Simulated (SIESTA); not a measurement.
The system is CdTe.

```
Te Cd
1.0
     0.00000    3.20500    3.20500
     3.20500    0.00000    3.20500
     3.20500    3.20500    0.00000
Te Cd
1 1
Direct
  0.75000 0.75000 0.75000
  0.00000 0.00000 0.00000
```

Base run:

- Program: SIESTA 5.4.2
- Functional: vdW-DF
- Potentials or basis: PseudoDojo 0.4 standard (PBE files)
- Basis: DZP (energy shift 0.002 Ry)
- Grid cutoff: 800 Ry
- Energy shift: 0.002 Ry
- k mesh: 7 × 7 × 7
- Occupations: fermi-dirac, width 0.05 eV
- Spin: no spin polarisation

Its results: band gap on the k mesh 1.28 eV, direct; pressure 7.0 GPa.

After a change of settings the same cell gave: band gap on the k mesh 1.64 eV, direct; pressure 6.4 GPa. Which change was it?
A. functional from vdW-DF to revPBE
B. functional from vdW-DF to VV10
C. functional from vdW-DF to PBE-libxc
D. functional from vdW-DF to PBE; potentials or basis from PseudoDojo 0.4 standard (PBE files) to SG15 1.2 NC or PseudoDojo by element (PBE files)

D.

Caveats: semicore shells carry a single zeta, which can move pressures by several GPa and volumes by a few percent; spin-orbit coupling is left out, which moves the levels of the heavy elements; the basis of atomic orbitals isn't converged, which shifts pressures, moduli and gaps; the potentials were made for another functional, which shifts forces and pressure (some runs).
